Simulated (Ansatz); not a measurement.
The system is HfN.

```
Hf N
1.0
     2.82503    0.00000    0.00000
     0.00000    2.82503    0.00000
     0.00000    0.00000    2.82503
Hf N
1 1
Direct
  0.50000 0.50000 0.50000
  0.00000 0.00000 0.00000
```

The cell was built by a generator and needn't be a form met in nature.

| Quantity | Value |
| --- | --- |
| Program | Ansatz 0.2.0 |
| Task | single point |
| Functional | PBE |
| Potentials or basis | Ansatz PAW |
| Cutoff | 420 eV (not typed: the program's choice for these potentials) |
| k mesh | 9 × 9 × 9 |
| Occupations | fermi-dirac, width 0.05 eV |
| Spin | no spin polarisation |

On this cell: pressure 0.1 GPa; largest force zero by symmetry; band gap on the k mesh none (metal or under the smearing width).

The same run follows on a disturbed copy (atoms moved at random, drawn with an rms of 0.05 Å):

```xyz
2
Lattice="2.8250 0.0000 0.0000 0.0000 2.8250 0.0000 0.0000 0.0000 2.8250" Properties=species:S:1:pos:R:3 pbc="T T T"
Hf    1.4278    1.4016    1.3994
N    -0.0400    0.0227   -0.0481
```

What does the disturbed cell give?

The energy (extrapolated to zero smearing) moves by +3.9 meV/atom; pressure 0.6 GPa; largest force 0.212 eV/Å; band gap on the k mesh none (metal or under the smearing width).

Forces on the atoms (eV/Å):
```
Hf  -0.157  0.098 -0.102
N    0.157 -0.098  0.102
```

Stress tensor (GPa, compression positive):
```
 0.51 -0.44  0.46
-0.44  0.62 -0.28
 0.46 -0.28  0.62
```
